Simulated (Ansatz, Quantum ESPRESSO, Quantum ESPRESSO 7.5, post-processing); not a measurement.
**Screening and band shifts of honeycomb MgO, 1 layer**

Wanted: polarisability and gap of honeycomb MgO, 1 layer against a perpendicular field.

Main program and level: Quantum ESPRESSO 7.5; plane-wave DFT, LDA, GBRV ultrasoft pseudopotentials (geometry and cross-check by Ansatz 0.2.0 with PAW datasets; geometry under PBE).

Report form: the programs' logs are mostly left out.

### 1. The starting structure

The cell holds 2 atoms: 1 O and 1 Mg. Cell: a = 3.300 Å, b = 3.300 Å, c = 17.000 Å, α = 90.0°, β = 90.0°, γ = 120.0°. It derives from MgO. Vacuum lies along c.

This sheet is a model structure: its symmetry is held, and its stability is not tested here.

### 2. Geometry from Ansatz

A relaxation in Ansatz fixes the structure of this slab for the runs on it.

File input.yaml:

```yaml
crystal:
  lattice:
    - [3.3, 0.0, 0.0]
    - [-1.65, 2.8578838325, 0.0]
    - [0.0, 0.0, 17.0]
  atoms:
    - { symbol: O, position: [0.6666666667, 0.3333333333, 0.5] }
    - { symbol: Mg, position: [0.3333333333, 0.6666666667, 0.5] }
kpoints:
  mp_grid: { grid: [12, 12, 1] }
hamiltonian:
  xc: pbe
scf:
  occupations: { method: fermi_dirac, width: 0.05 }
  convergence: { dr2_threshold: 1.0e-08 }
efield:
  axis: 3
  dipole_correction: true
  ramp_position: 0.97
  ramp_width: 0.04
relax:
  f_tol: 0.01
  cell: { fix: [c, alpha, beta] }
output:
  write_potential: true
  write_density: true
  volumetric_format: npy
```

On the command line:

```console
> ansatz run input.yaml --threads 2 --pin off --max-ram 4096MiB --backend cpu --events-out ev --progress --plain --runs-dir out
```

The job ended after 2.6 s (2 threads of Arm Neoverse V2, shared host; peak memory 0.38 GiB; 4.9 s of CPU time).

Little changed from the start: no atom moved by 0.005 Å and no cell edge by 0.1 %.

Read from the output:

- free energy: -2493.2277 eV
- Fermi energy: -2.237 eV
- gap by band count: 3.380 eV
- symmetry operations: 6
- dipole along the normal: 2.26e-6 e·Å
- vacuum level at the upper face over a Fermi level inside the gap: 3.782 eV
- vacuum level at the lower face over a Fermi level inside the gap: 3.782 eV

### 3. Self-consistent run: no field

The zero-field run is the reference. tefield and dipfield are on already, so that all runs share k-points and boundary.

Level of this step: plane-wave DFT, LDA, GBRV ultrasoft pseudopotentials (Quantum ESPRESSO 7.5).

File f0.in:

```
&control
  prefix = 'f0'
  outdir = './out'
  pseudo_dir = './pseudo'
  calculation = 'scf'
  tprnfor = .true.
  tefield = .true.
  dipfield = .true.
/
&system
  ibrav = 0
  nat = 2
  ntyp = 2
  ecutwfc = 40
  ecutrho = 200
  occupations = 'smearing'
  smearing = 'fd'
  degauss = 0.004
  edir = 3
  emaxpos = 0.97
  eopreg = 0.04
  eamp = 0.0
/
&electrons
  conv_thr = 1e-09
  mixing_beta = 0.4
  electron_maxstep = 120
  mixing_mode = 'plain'
/
ATOMIC_SPECIES
  O   15.9990  o_lda_v1.2.uspp.F.UPF
  Mg  24.3050  mg_lda_v1.4.uspp.F.UPF
CELL_PARAMETERS angstrom
  3.30000000000655 0.00000000000000 0.00000000000000
  -1.65000000000328 2.85788383249432 0.00000000000000
  0.00000000000000 0.00000000000000 17.00000000000000
ATOMIC_POSITIONS crystal
  O   0.666666666667 0.333333333333 0.500000000000
  Mg  0.333333333333 0.666666666667 0.500000000000
K_POINTS automatic
  12 12 1 0 0 0
```

On the command line:

```console
> OMP_NUM_THREADS=1 mpirun -n 2 pw.x -nk 2 -in f0.in > f0.out
```

It took 27 s on 2 MPI ranks; peak memory 0.35 GiB; 54 s of CPU time.

Read from the output:

```
free energy                          : -2143.2810 eV
Fermi energy                         : -2.989 eV
dipole along the normal              : 0 e·Å
valence top, on the run's zero       : -4.397 eV
conduction bottom, on the run's zero : -1.006 eV
gap by band count                    : 3.392 eV
```

The program's own clock; routines nest. Time by routine:

```
   routine  wall time (s)  calls
     PWSCF          26.29      1
 electrons          24.75      1
   c_bands          19.03     10
   cegterg          17.05    370
     h_psi          14.13   1589
      fftw          13.32  27626
  vloc_psi          12.46   1589
  sum_band           4.38     10
      newd           1.26     11
    calbec           1.14   2107
  init_run           1.05      1
add_vuspsi           0.81   1589
 init_us_2            0.8    814
     s_psi           0.78   1589
```

The run needed 10 iterations to bring the estimated error under 1e-09 Ry.

### 4. Potential by pp.x

The vacuum level is read from the electrostatic potential (plot_num = 11), averaged over planes.

File f0.pot.in:

```
&inputpp
  prefix = 'f0'
  outdir = './out'
  filplot = 'f0.pot.dat'
  plot_num = 11
/
```

On the command line:

```console
> OMP_NUM_THREADS=1 mpirun -n 2 pp.x -in f0.pot.in > f0.pot.out
```

It took 0.94 s on 2 MPI ranks; peak memory 0.12 GiB.

Read from the output:

* slope of the potential above: 3.25e-5 eV/Å
* upper vacuum line continued to the top atoms, over the valence top: 5.913 eV
* slope of the potential below: -3.00e-5 eV/Å
* lower vacuum line continued to the bottom atoms, over the valence top: 5.913 eV
* vacuum level at the upper face over the valence top of the mesh: 5.914 eV
* vacuum level at the lower face over the valence top of the mesh: 5.914 eV

The vacuum is flat to 0.1 meV/Å, so its level is well defined. Inside the slab the curve depends on the local part of the pseudopotentials; only the vacuum level has a meaning of its own.

### 5. Bands along a path: no field

A bands run reads the converged density and follows the path given under K_POINTS.

f0.bands.in, as its differences from the input of step 3:

```diff
@@ -1,7 +1,6 @@
 &control
-  prefix = 'f0'
+  prefix = 'f0.bands'
   outdir = './out'
   pseudo_dir = './pseudo'
-  calculation = 'scf'
-  tprnfor = .true.
+  calculation = 'bands'
   tefield = .true.
@@ -22,8 +21,9 @@
   eamp = 0.0
+  nbnd = 14
 /
 &electrons
-  conv_thr = 1e-09
+  conv_thr = 1e-07
   mixing_beta = 0.4
   electron_maxstep = 120
-  mixing_mode = 'plain'
+  mixing_mode = 'local-TF'
 /
@@ -39,3 +39,7 @@
   Mg  0.333333333333 0.666666666667 0.500000000000
-K_POINTS automatic
-  12 12 1 0 0 0
+K_POINTS crystal_b
+4
+  0.0000000000 0.0000000000 0.0000000000 14
+  0.5000000000 0.0000000000 0.0000000000 14
+  0.3333333333 0.3333333333 0.0000000000 14
+  0.0000000000 0.0000000000 0.0000000000 1
```

On the command line:

```console
> cp -r out/f0.save out/f0.bands.save
> cp out/f0.xml out/f0.bands.xml
> OMP_NUM_THREADS=1 mpirun -n 2 pw.x -nk 2 -in f0.bands.in > f0.bands.out
```

Elapsed: 10 s, on 2 MPI ranks; peak memory 0.14 GiB; 20 s of CPU time.

Band numbers count within the set of bands kept for display. The electronic bands at the labelled points (eV, zero at the highest filled level of the SCF mesh; v1 is the highest filled band, c1 the lowest empty one):

```
  point     v3     v2     v1    c1    c2    c3    c4
      Γ  -0.97  -0.35  -0.35  3.39  5.27  5.68  6.87
halfway  -1.53  -0.57  -0.47  4.94  6.07  6.86  7.81
      M  -2.38  -0.58  -0.11  7.48  7.73  8.30  9.60
halfway  -2.19  -0.98  -0.06  7.83  8.27  8.50  9.73
      K  -1.72  -1.64   0.00  8.57  8.93  9.04  9.42
halfway  -1.66  -0.62  -0.46  5.37  6.32  7.25  8.14
      Γ  -0.97  -0.35  -0.35  3.39  5.27  5.68  6.87
```

Along this path the valence top lies at K and the conduction bottom at Γ.

### 6. Ground state: field 0.1 V/Å

eamp is the field in Hartree atomic units (1 a.u. = 51.42 V/Å). With dipfield on, it is the field in the vacuum beside an isolated sheet. The run starts from the density of the one before.

f1.in, as its differences from the input of step 3:

```diff
@@ -1,3 +1,3 @@
 &control
-  prefix = 'f0'
+  prefix = 'f1'
   outdir = './out'
@@ -21,3 +21,3 @@
   eopreg = 0.04
-  eamp = 0.0
+  eamp = 0.00194469
 /
@@ -28,2 +28,3 @@
   mixing_mode = 'plain'
+  startingpot = 'file'
 /
```

On the command line:

```console
> cp -r out/f0.save out/f1.save
> OMP_NUM_THREADS=1 mpirun -n 2 pw.x -nk 2 -in f1.in > f1.out
```

Wall time 20 s (2 MPI ranks); peak memory 0.22 GiB.

This step gave:

| Item | Value |
| --- | --- |
| free energy | -2143.2816 eV |
| Fermi energy | -2.984 eV |
| dipole along the normal | 0.01233 e·Å |
| valence top, on the run's zero | -4.384 eV |
| conduction bottom, on the run's zero | -0.9969 eV |
| gap by band count | 3.387 eV |

The dipole goes from 0.0000 to 0.0123 e Å, 0.1233 e Å per V/Å.

### 7. Potential by pp.x

File f1.pot.in:

```
&inputpp
  prefix = 'f1'
  outdir = './out'
  filplot = 'f1.pot.dat'
  plot_num = 11
/
```

On the command line:

```console
> OMP_NUM_THREADS=1 mpirun -n 2 pp.x -in f1.pot.in > f1.pot.out
```

Run time: 0.93 s. Hardware: 2 MPI ranks; peak memory 0.12 GiB; 1.7 s of CPU time.

This step gave:

| Quantity | Value |
| --- | --- |
| slope of the potential above | 0.1000 eV/Å |
| upper vacuum line continued to the top atoms, over the valence top | 5.796 eV |
| slope of the potential below | 0.09996 eV/Å |
| lower vacuum line continued to the bottom atoms, over the valence top | 6.033 eV |

The slope in the vacuum is 0.100 eV/Å for an applied 0.10 V/Å, as it should be.

### 8. SCF with pw.x: field 0.2 V/Å

f2.in, as its differences from the input of step 6:

```diff
@@ -1,3 +1,3 @@
 &control
-  prefix = 'f1'
+  prefix = 'f2'
   outdir = './out'
@@ -21,3 +21,3 @@
   eopreg = 0.04
-  eamp = 0.00194469
+  eamp = 0.00388938
 /
```

On the command line:

```console
> cp -r out/f0.save out/f2.save
> OMP_NUM_THREADS=1 mpirun -n 2 pw.x -nk 2 -in f2.in > f2.out
```

The job ended after 21 s (2 MPI ranks; peak memory 0.22 GiB; 42 s of CPU time).

Read from the output:

```
free energy                          : -2143.2835 eV
Fermi energy                         : -3.060 eV
dipole along the normal              : 0.02471 e·Å
valence top, on the run's zero       : -4.371 eV
conduction bottom, on the run's zero : -1.000 eV
gap by band count                    : 3.371 eV
```

The dipole goes from 0.0000 to 0.0247 e Å, 0.1236 e Å per V/Å.

### 9. Electrostatic potential

File f2.pot.in:

```
&inputpp
  prefix = 'f2'
  outdir = './out'
  filplot = 'f2.pot.dat'
  plot_num = 11
/
```

On the command line:

```console
> OMP_NUM_THREADS=1 mpirun -n 2 pp.x -in f2.pot.in > f2.pot.out
```

Elapsed: 0.94 s, on 2 MPI ranks; peak memory 0.12 GiB.

Read from the output:

| Property | Result |
| --- | --- |
| slope of the potential above | 0.2000 eV/Å |
| upper vacuum line continued to the top atoms, over the valence top | 5.680 eV |
| slope of the potential below | 0.2000 eV/Å |
| lower vacuum line continued to the bottom atoms, over the valence top | 6.154 eV |

The slope in the vacuum is 0.200 eV/Å for an applied 0.20 V/Å, as it should be.

### 10. Bands along a path: field 0.2 V/Å

f2.bands.in, as its differences from the input of step 5:

```diff
@@ -1,3 +1,3 @@
 &control
-  prefix = 'f0.bands'
+  prefix = 'f2.bands'
   outdir = './out'
@@ -20,3 +20,3 @@
   eopreg = 0.04
-  eamp = 0.0
+  eamp = 0.00388938
   nbnd = 14
```

On the command line:

```console
> cp -r out/f2.save out/f2.bands.save
> cp out/f2.xml out/f2.bands.xml
> OMP_NUM_THREADS=1 mpirun -n 2 pw.x -nk 2 -in f2.bands.in > f2.bands.out
```

The job ended after 10 s (2 MPI ranks; peak memory 0.14 GiB; 20 s of CPU time).

Band numbers count within the set of bands kept for display. Electronic bands along the path, in eV, zero at the highest filled level of the SCF mesh; v1 is the highest filled band, c1 the lowest empty one:

```
  point     v3     v2     v1    c1    c2    c3    c4
      Γ  -0.97  -0.35  -0.35  3.37  4.94  5.53  6.88
halfway  -1.53  -0.57  -0.47  4.89  5.98  6.45  7.99
      M  -2.38  -0.58  -0.11  7.44  7.73  8.32  9.39
halfway  -2.19  -0.98  -0.06  7.79  8.26  8.52  9.64
      K  -1.72  -1.64   0.00  8.52  8.98  9.00  9.45
halfway  -1.66  -0.62  -0.46  5.32  6.29  6.78  8.33
      Γ  -0.97  -0.35  -0.35  3.37  4.94  5.53  6.88
```

Upper empty bands that drop with the field can be states of the vacuum, held by the sawtooth; they depend on the cell's width.

Along this path the valence top lies at K and the conduction bottom at Γ.

### 11. SCF with pw.x: field 0.3 V/Å

f3.in, as its differences from the input of step 8:

```diff
@@ -1,3 +1,3 @@
 &control
-  prefix = 'f2'
+  prefix = 'f3'
   outdir = './out'
@@ -21,3 +21,3 @@
   eopreg = 0.04
-  eamp = 0.00388938
+  eamp = 0.00583407
 /
```

On the command line:

```console
> cp -r out/f0.save out/f3.save
> OMP_NUM_THREADS=1 mpirun -n 2 pw.x -nk 2 -in f3.in > f3.out
```

Wall time 21 s (2 MPI ranks); peak memory 0.22 GiB; 43 s of CPU time.

Numbers from this step:

* free energy: -2143.2866 eV
* Fermi energy: -3.071 eV
* dipole along the normal: 0.03710 e·Å
* valence top, on the run's zero: -4.361 eV
* conduction bottom, on the run's zero: -1.018 eV
* gap by band count: 3.342 eV

The dipole goes from 0.0000 to 0.0371 e Å, 0.1237 e Å per V/Å.

### 12. Potential by pp.x

File f3.pot.in:

```
&inputpp
  prefix = 'f3'
  outdir = './out'
  filplot = 'f3.pot.dat'
  plot_num = 11
/
```

On the command line:

```console
> OMP_NUM_THREADS=1 mpirun -n 2 pp.x -in f3.pot.in > f3.pot.out
```

Elapsed: 0.93 s, on 2 MPI ranks; peak memory 0.12 GiB.

This step gave:

```
slope of the potential above                                          : 0.3000 eV/Å
upper vacuum line continued to the top atoms, over the valence top    : 5.566 eV
slope of the potential below                                          : 0.2999 eV/Å
lower vacuum line continued to the bottom atoms, over the valence top : 6.278 eV
```

The slope in the vacuum is 0.300 eV/Å for an applied 0.30 V/Å, as it should be.

Each curve counts from the valence top of its own run.

The runs together. The potential energy by z:

```
z (Å)  potential at 0 V/Å (eV)  potential at 0.1 V/Å (eV)  potential at 0.2 V/Å (eV)  potential at 0.3 V/Å (eV)
    0                     5.91                       5.55                       5.19                       4.82
    1                     5.91                       5.28                       4.65                       4.03
    2                     5.91                       5.38                       4.85                       4.33
    3                     5.91                       5.48                       5.05                       4.63
    4                     5.91                       5.58                       5.25                       4.93
    5                     5.91                       5.68                       5.45                       5.23
    6                     5.89                       5.75                       5.62                       5.49
    7                     5.47                       5.42                       5.37                       5.33
    8                    -2.09                      -2.09                      -2.10                      -2.10
    9                    -2.09                      -2.08                      -2.07                      -2.07
   10                     5.47                       5.51                       5.56                       5.61
   11                     5.89                       6.02                       6.16                       6.29
   12                     5.91                       6.14                       6.38                       6.62
   13                     5.91                       6.25                       6.58                       6.92
   14                     5.91                       6.35                       6.78                       7.22
   15                     5.91                       6.45                       6.98                       7.52
   16                     5.91                       6.55                       7.18                       7.82
```

### 13. Band structure: field 0.3 V/Å

f3.bands.in, as its differences from the input of step 10:

```diff
@@ -1,3 +1,3 @@
 &control
-  prefix = 'f2.bands'
+  prefix = 'f3.bands'
   outdir = './out'
@@ -20,3 +20,3 @@
   eopreg = 0.04
-  eamp = 0.00388938
+  eamp = 0.00583407
   nbnd = 14
```

On the command line:

```console
> cp -r out/f3.save out/f3.bands.save
> cp out/f3.xml out/f3.bands.xml
> OMP_NUM_THREADS=1 mpirun -n 2 pw.x -nk 2 -in f3.bands.in > f3.bands.out
```

Wall time 9.7 s (2 MPI ranks); peak memory 0.14 GiB; 19 s of CPU time.

Band numbers count within the set of bands kept for display. Electronic bands along the path, in eV, zero at the highest filled level of the SCF mesh; v1 is the highest filled band, c1 the lowest empty one:

```
  point     v3     v2     v1    c1    c2    c3    c4
      Γ  -0.97  -0.35  -0.35  3.34  4.59  5.45  6.77
halfway  -1.53  -0.57  -0.47  4.83  5.76  6.29  7.83
      M  -2.38  -0.58  -0.11  7.40  7.72  8.34  9.11
halfway  -2.19  -0.98  -0.06  7.74  8.25  8.54  9.45
      K  -1.72  -1.64   0.00  8.46  8.96  9.03  9.47
halfway  -1.66  -0.63  -0.46  5.25  6.13  6.56  8.18
      Γ  -0.97  -0.35  -0.35  3.34  4.59  5.45  6.77
```

Upper empty bands that drop with the field can be states of the vacuum, held by the sawtooth; they depend on the cell's width.

Along this path the valence top lies at K and the conduction bottom at Γ.

### 14. Density by pp.x

The density shows how far the electrons spill into the vacuum.

File f0.rho.in:

```
&inputpp
  prefix = 'f0'
  outdir = './out'
  filplot = 'f0.rho.dat'
  plot_num = 0
/
```

On the command line:

```console
> OMP_NUM_THREADS=1 mpirun -n 2 pp.x -in f0.rho.in > f0.rho.out
```

Run time: 0.94 s. Hardware: 2 MPI ranks; peak memory 0.12 GiB; 1.7 s of CPU time.

Numbers from this step:

```
electrons by integration : 16.00 e
```

Mean over planes. Valence density, planar mean against z:

```
z (Å)  valence density, planar mean (e/Å³)
  5.0                               7.2e-5
  5.5                               3.0e-4
  6.0                              0.00119
  6.5                              0.00477
  7.0                               0.0190
  7.5                               0.0808
  8.0                                0.495
  8.5                                 2.32
  9.0                                0.495
  9.5                               0.0808
 10.0                               0.0190
 10.5                              0.00477
 11.0                              0.00119
 11.5                               3.0e-4
 12.0                               7.2e-5
```

Valence density in the ca plane at fractional y = 0.333, with atoms of O within 0.2 Å of it. It is the smooth field of the valence electrons, not physical close to the nuclei.

Ten steps, logarithmic in the rise over the least value, from '0' (0.0 e/Å³) to '9' (6.8 e/Å³), each cell a mean:
```
00000000000000000001355421000000000000000000
00000000000000000012589742000000000000000000
00000000000000000013699852000000000000000000
00000000000000000012578641000000000000000000
00000000000000000001345421000000000000000000
00000000000000000001122210000000000000000000
00000000000000000000122110000000000000000000
00000000000000000001223210000000000000000000
```
Columns run along c (17.0 Å), rows up along a (3.3 Å). Atoms in or near the plane, at fractional coordinates: O at (0.50, 0.67).

The density integrates to 16.000 electrons, as the 16 of the input ask.

### 15. Valence density

File f2.rho.in:

```
&inputpp
  prefix = 'f2'
  outdir = './out'
  filplot = 'f2.rho.dat'
  plot_num = 0
/
```

On the command line:

```console
> OMP_NUM_THREADS=1 mpirun -n 2 pp.x -in f2.rho.in > f2.rho.out
```

The job ended after 0.94 s (2 MPI ranks; peak memory 0.12 GiB; 1.7 s of CPU time).

### 16. Charge moved by a field of 0.2 V/Å

Numbers from this step:

| Item | Value |
| --- | --- |
| largest charge moved across a plane | 9.85e-4 e/Å² |
| dipole step | -0.4743 eV |

Table of planar mean by z:

```
z (Å)  planar mean (e/Å³)
    2              1.7e-8
    3              1.7e-7
    4              1.6e-6
    5              1.5e-5
    6              1.1e-4
    7              5.1e-4
    8              3.2e-4
    9             -3.6e-4
   10             -5.1e-4
   11             -1.0e-4
   12             -1.2e-5
   13             -1.2e-6
   14             -1.0e-7
   15             -8.0e-9
```

Table of running integral, electrons below z by z:

z (Å), running integral, electrons below z (e/Å²) and a bar:
```
      3.0    0.00000 
      3.5    0.00000 
      4.0    0.00000 
      4.5    0.00000 
      5.0    0.00001 
      5.5    0.00002 #
      6.0    0.00006 ##
      6.5    0.00016 #####
      7.0    0.00037 ###########
      7.5    0.00070 #####################
      8.0    0.00097 ##############################
      8.5    0.00096 ##############################
      9.0    0.00092 #############################
      9.5    0.00059 ##################
     10.0    0.00029 #########
     10.5    0.00012 ####
     11.0    0.00004 #
     11.5    0.00001 
     12.0    0.00000 
     12.5    0.00000 
     13.0    0.00000 
     13.5    0.00000 
     14.0    0.00000
```

[end of part 1 of 2]

[Logs are printed without paths, hosts, clocks, repeated set-up lines and the standing remarks that a program may print on its own settings, such as how far it seeks lower states.]

[Hosts, paths, dates, database ids (printed as entryN), source tags and the programs' standing remarks are cut or masked in the printed files.]

[Maps of the electrostatic potential energy from Ansatz leave out the sawtooth potential of an applied field or a dipole correction, so their vacuum need not be flat; planar profiles and work functions include it.]
